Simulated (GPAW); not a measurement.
Runs of GPAW 26.7.0 on C. It takes space group Fd-3m (No. 227, cubic). The conventional cell has a = 3.567 Å, b = 3.567 Å, c = 3.567 Å, α = 90.00°, β = 90.00°, γ = 90.00°. Around C (site symmetry -43m) lie 4 C at 1.54 Å. This isn't the form of C at room conditions, which is graphite.

```tsv
task	level	potentials or basis	cell	k mesh	cutoff (eV)	maxiter	band path	band points	eigensolver	random start of the orbitals	other keys	mesh quality	gap on the mesh (eV)
band structure	vdW-DF-cx	GPAW PAW data sets (gpaw-data 1.2.1), pw	as given	10 × 10 × 10	800	150	GXWKGLUWLK,UX	80	-	-	-	not flagged	4.14
band structure	BEEF-vdW	GPAW PAW data sets (gpaw-data 1.2.1), pw	as given	10 × 10 × 10	800	150	GXWKGLUWLK,UX	60	-	-	-	not flagged	4.36
single point	HSE06	GPAW PAW data sets (gpaw-data 1.2.1), pw	as given	6 × 6 × 6	600	60	-	-	-	-	-	coarse	(a)
gruneisen	revPBE	the program's PAW data sets (release 1.2.1) made for this functional, pw	relaxed	13 × 13 × 13	680	60	-	-	-	yes	several, not listed	not flagged	4.11
```

Alike in all rows: no spin polarisation; smearing fermi-dirac 0.05 eV.

Problem. Estimate the missing entries.

Solution. (a) 5.40.

Caveats: some runs use coarse meshes; the density grid can change from cell to cell, which puts small steps into energies and stress (some runs); an odd mesh through Γ misses points on the zone boundary, where band edges often lie (some runs).

Runs at the PBE level aren't shown here.
